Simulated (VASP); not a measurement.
**A VASP 6.6.1 single-point calculation on InSb**

INCAR

```
ENCUT = 520
ISMEAR = -1
LCHARG = .FALSE.
LREAL = .FALSE.
ALGO = All
EDIFF = 1E-7
PREC = Accurate
NBANDS = 16
IBRION = -1
LWAVE = .FALSE.
ISIF = 2
SIGMA = 0.02
LASPH = .TRUE.
NSW = 0
GGA = PE
NELM = 55
NELMIN = 8
```

KPOINTS

```
KPOINTS created by Atomic Simulation Environment
0
Gamma
6 6 6
0 0 0
```

POSCAR

```
In Sb
 1.0000000000000000
     0.0000000000000000    3.2795130174999998    3.3123081477000000
     3.2795130174999998    0.0000000000000000    3.3123081477000000
     3.2795130174999998    3.2795130174999998    0.0000000000000000
 In  Sb
   1   1
Cartesian
  0.0000000000000000  0.0000000000000000  0.0000000000000000
  1.6397565087499999  1.6397565087499999  1.6561540738500000
```

The recommended PBE PAW datasets give the neutral cell 18 valence electrons.

Command

```
mpirun -np 1 vasp_std
```

Predict the outcome of this run.

It converged. Results: gap between bands v and c on the k mesh 0.00 eV; least direct gap on the k mesh 0.00 eV; pressure 1.0 GPa. Band v is the last that the valence electrons fill when counted band by band, and c is the next.

OSZICAR

```
N       E                     dE             d eps       ncg     rms           ort
DAV:   1     0.113479520792E+03    0.11348E+03   -0.83997E+03   480   0.130E+03
DAV:   2     0.458969610249E+00   -0.11302E+03   -0.10872E+03   480   0.274E+02
DAV:   3    -0.680706075248E+01   -0.72660E+01   -0.72423E+01   480   0.725E+01
DAV:   4    -0.701679664273E+01   -0.20974E+00   -0.20968E+00   480   0.143E+01
DAV:   5    -0.703015439136E+01   -0.13358E-01   -0.13358E-01   480   0.296E+00
SDA:   6    -0.680049333633E+01    0.22966E+00   -0.13358E-01   480   0.619E+00   0.000E+00
CGA:   7    -0.688463364393E+01   -0.84140E-01   -0.84277E-01   480   0.141E+00  -0.571E-03
CGA:   8    -0.692017852454E+01   -0.35545E-01   -0.35508E-01   480   0.129E-01   0.579E-03
CGA:   9    -0.692480977023E+01   -0.46312E-02   -0.46162E-02   480   0.494E-02   0.950E-04
CGA:  10    -0.692579957900E+01   -0.98981E-03   -0.98876E-03   480   0.145E-02  -0.656E-04
CGA:  11    -0.692615149691E+01   -0.35192E-03   -0.35124E-03   480   0.167E-03   0.209E-04
CGA:  12    -0.692620946148E+01   -0.57965E-04   -0.56706E-04   480   0.620E-04   0.106E-04
CGA:  13    -0.692622432036E+01   -0.14859E-04   -0.14834E-04   480   0.171E-04  -0.703E-05
CGA:  14    -0.692623012957E+01   -0.58092E-05   -0.54424E-05   480   0.334E-05   0.281E-05
SDA:  15    -0.692623162030E+01   -0.14907E-05   -0.13711E-05   480   0.140E-05   0.107E-05
CGA:  16    -0.692623235152E+01   -0.73122E-06   -0.73314E-06   480   0.177E-05  -0.327E-06
SDA:  17    -0.692623252899E+01   -0.17748E-06   -0.24005E-06   480   0.869E-06   0.672E-06
SDA:  18    -0.692623257015E+01   -0.41161E-07   -0.10224E-06   480   0.275E-06   0.423E-06
   1 F= -.69262326E+01 E0= -.69260803E+01  d E =-.304639E-03
```

For comparison, a separate PBE run of the intended cell, on usual settings and not on those above, gives a gap of 0.00 eV on its mesh and a pressure of 1.0 GPa.
